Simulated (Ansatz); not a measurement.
Runs of Ansatz 0.2.0 on Pt. It takes space group Fm-3m (No. 225, cubic). The conventional cell has a = 3.922 Å, b = 3.922 Å, c = 3.922 Å, α = 90.00°, β = 90.00°, γ = 90.00°. Pt (site symmetry m-3m) has 12 Pt at 2.77 Å as nearest neighbours. 

| task | level | potentials or basis | spin | cell | k mesh | cutoff (eV) | smearing | points for each segment of the path | broadening | other keys | gap on the mesh (eV) | pressure (GPa) |
| --- | --- | --- | --- | --- | --- | --- | --- | --- | --- | --- | --- | --- |
| band structure | RPBE | Ansatz PAW | off | as given | 12 × 12 × 12 | 420 | fermi-dirac 0.05 eV | 14 | - | - | none | (b) |
| band structure | PBEsol | Ansatz PAW | SOC, no magnetisation | as given | 9 × 9 × 9 | 420 | fermi-dirac 0.05 eV | 14 | - | - | none | (a) |
| band structure | r2SCAN | Ansatz PAW | off | as given | 12 × 12 × 12 | 500 | fermi-dirac 0.05 eV | 14 | - | - | none | 4.1 |
| single point | HSE03 | Ansatz PAW earlier set | off | volume scaled by 1.15 | 8 × 8 × 8 | 900 | gaussian 0.01 eV | - | - | - | none | -25.6 |
| relaxation of cell and atoms | revPBE | Ansatz PAW | off | relaxed | 12 × 12 × 12 | 420 | fermi-dirac 0.05 eV | - | - | - | none | 0.0 |
| single point | revPBE+D3(BJ) | Ansatz PAW | non-collinear, random start, SOC | as given | 12 × 12 × 12 | 420 | tetrahedron | - | - | scf.occupations.width = left out; … | none | -2.8 |
| optical spectrum | LDA | JTH PAW LDA | off | cell strained at random at fixed volume | 9 × 9 × 9 | 750 | tetrahedron | - | 0.2 eV | scf.occupations.width = left out; … | none | - |
| band structure | BLYP+D3(BJ)-ATM | Ansatz PAW | off | as given | 12 × 12 × 12 | 420 | methfessel-paxton 0.05 eV | 14 | - | - | none | 7.6 |

Q: Fill in the values left out.

A: (a) -0.9; (b) 14.5.

Caveats: the PAW data sets come from PBE, with cores solved anew for the run's functional, which leaves a small shift of forces and pressure (some runs); spin-orbit coupling is left out, which moves the levels of the heavy elements (some runs); the thresholds are loose for stress (some runs); pairwise dispersion overbinds metals, which lowers pressure and volume (some runs); the plane-wave basis is chosen anew once the cell has moved, so the energies of steps on either side of that aren't comparable (some runs); with tetrahedron occupations forces and stress needn't match the slope of the energy (some runs); the starting moments weren't kept (some runs).

A k mesh can miss the band edges, and rows without SOC leave out spin-orbit coupling on Pt.

A gap of «none» marks a metal or a gap under the smearing width.

The runs don't all hold the same shells in valence.

Runs at the PBE level aren't shown here.
